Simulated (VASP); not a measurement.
**I under changes of volume**

One of the cells (45.702 Å³/atom); the others are scaled copies at fixed shape and fractional positions:

```xyz
1
Lattice="2.5552 -3.7312 0.0000 2.5552 3.7312 0.0000 -1.6316 0.0000 2.3969" Properties=species:S:1:pos:R:3 pbc="T T T"
I     1.7394    0.0000    1.1984
```

* Program: VASP 6.6.1
* Functional: PBE
* Potentials or basis: VASP PAW PBE potentials, release 64 (I)
* Cutoff: 520 eV
* k mesh: 7 × 7 × 11
* Occupations: fermi-dirac, width 0.05 eV
* Spin: no spin polarisation

| volume (Å³/atom) | energy over the lowest point (meV/atom) | pressure (GPa) |
| --- | --- | --- |
| 42.118 | ? | ? |
| 43.014 | 23.58 | 2.2 |
| 43.910 | 13.41 | 1.6 |
| 45.702 | 1.95 | 0.6 |
| 46.598 | 0.00 | 0.2 |
| 47.494 | 0.19 | -0.1 |

**Question.** What does the run at 42.118 Å³/atom give?

**Answer.** Energy over the lowest point 37.21 meV/atom; pressure 2.8 GPa.

Worked out: A Birch-Murnaghan fit of order 3 (a polynomial in V^(-2/3)) to the other rows has its minimum at 46.96 Å³/atom with B0 = V·E''(V) = 19.1 GPa and B' = 5.3 at fixed shape and positions, which overstates the stiffness. It gives 37.22 meV/atom at 42.118 Å³/atom, against the run's 37.21, and -dE/dV = 2.8 GPa, against 2.8.

Energies are extrapolated to zero smearing.

Caveats: an odd number of electrons without spin polarisation forces a metal; a magnetic or distorted state may lie lower.
